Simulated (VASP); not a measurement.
Runs of VASP 6.6.1 on ZnSe (Stilleite). Symmetry: F-43m, No. 216, cubic system. The conventional cell has a = 5.668 Å, b = 5.668 Å, c = 5.668 Å, α = 90.00°, β = 90.00°, γ = 90.00°. Zn (site symmetry -43m) is surrounded by 4 Se at 2.45 Å. Se (site symmetry -43m) is surrounded by 4 Zn at 2.45 Å. 

```csv
task,level,cell,gap on the mesh (eV),pressure (GPa)
relaxation of the atoms,PBE+D3(BJ),atoms relaxed from: a relaxed cell with its volume scaled by 0.96,1.47,2.8
relaxation of the atoms,PBE+D3(BJ),atoms relaxed from: a relaxed cell with its volume scaled by 1.02,(a),-1.2
relaxation of the atoms,r2SCAN,atoms relaxed,1.87,0.0
relaxation of cell and atoms,PBE+D3(BJ),relaxed,1.31,0.0
relaxation of the atoms,r2SCAN,atoms relaxed from: a relaxed cell with its volume scaled by 1.04,1.70,-2.4
relaxation of the atoms,PBE+D3(BJ),atoms relaxed from: a relaxed cell with its volume scaled by 0.98,1.38,1.3
relaxation of the atoms,r2SCAN,atoms relaxed from: a relaxed cell with its volume scaled by 0.96,(b),2.9
```

Alike in all rows: potentials or basis VASP PAW PBE potentials, release 64 (Zn, Se); no spin polarisation; k mesh 8 × 8 × 8; cutoff (eV) 600; smearing gaussian 0.03 eV.

**Question.** Fill in the values left out.

**Answer.** (a) 1.22; (b) 2.05.

Caveats: the relaxation stopped at its first step, so nothing moved (some runs); the PAW data sets were made with another functional, which shifts forces and pressure a little (some runs).

A k mesh can miss the band edges, and the runs leave out spin-orbit coupling on Se.
